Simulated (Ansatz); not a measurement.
CaSe in the h-MgO-type structure, relaxed with r2SCAN, was run in Ansatz 0.2.0 under altered settings. All numbers are computed, without spin polarisation but where a row says otherwise.

```
Ca Se
1.0
     5.00568    0.00000    0.00000
    -2.50284    4.33504    0.00000
     0.00000    0.00000    5.87554
Ca Se
2 2
Direct
  0.33333 0.66667 0.25000
  0.66667 0.33333 0.75000
  0.66667 0.33333 0.25000
  0.33333 0.66667 0.75000
```

The base run's other keys:
```yaml
kpoints:
  mp_grid: { grid: [6, 6, 2] }
hamiltonian:
  xc: hse06
scf:
  occupations: { method: fixed }
  n_extra_bands: 5
```

It takes 13 iterations with 2485 plane waves at 420 eV and 14 k points, and leaves a mean stress of +0.37 GPa. The gap over this mesh is 3.419 eV. It ran on 4 threads of Intel(R) Xeon(R) 6975P-C (Granite Rapids), on a shared host.

Outcomes, with energy and stress as changes against the base:
```tsv
setting	outcome	ΔF (meV/atom)	Δ mean stress (GPa)	gap on the mesh (eV)	iterations	wall time
PBE hybrid, exx coeff 0.15, omega 0.2078 1/Å	converged	–	+0.1	3.041	12	20 s
PBE hybrid, exx coeff 0.1, omega 0.5 1/Å	converged	–	+0.2	2.645	9	21 s
basis.ecutwfc: 200	converged, warned	+2192	-0.2	3.398	16	6.9 s
```
A dash marks a value that wasn't obtained or can't be compared. Stress is positive in compression. The base took 22 s. The base's mesh is coarse for a hybrid, so its own values aren't converged.

- PBE hybrid, exx coeff 0.15, omega 0.2078 1/Å. That is 15 % exact exchange, screened with ω = 0.2078 1/Å, against HSE06's 25 % screened at 0.208 1/Å. The mean stress moves by +0.1 GPa and the gap on the mesh by -0.379 eV (to 3.041). Totals of different functionals aren't comparable.
- PBE hybrid, exx coeff 0.1, omega 0.5 1/Å. That is 10 % exact exchange, screened with ω = 0.5 1/Å, against HSE06's 25 % screened at 0.208 1/Å. The mean stress moves by +0.2 GPa and the gap on the mesh by -0.774 eV (to 2.645). Totals of different functionals aren't comparable.
- basis.ecutwfc: 200. 805 plane waves in place of 2485. The free energy moves by +2192 meV an atom, the mean stress by -0.2 GPa and the gap on the mesh by -0.021 eV (to 3.398). The basis is too small: these are errors of the cutoff. Warned: cutoff below recommended.

The runs are scalar-relativistic, without spin-orbit coupling.

The program warns that its thresholds are loose for a hybrid's stress.

The meshes of the hybrids are coarse, so their gaps aren't converged to the digits shown.
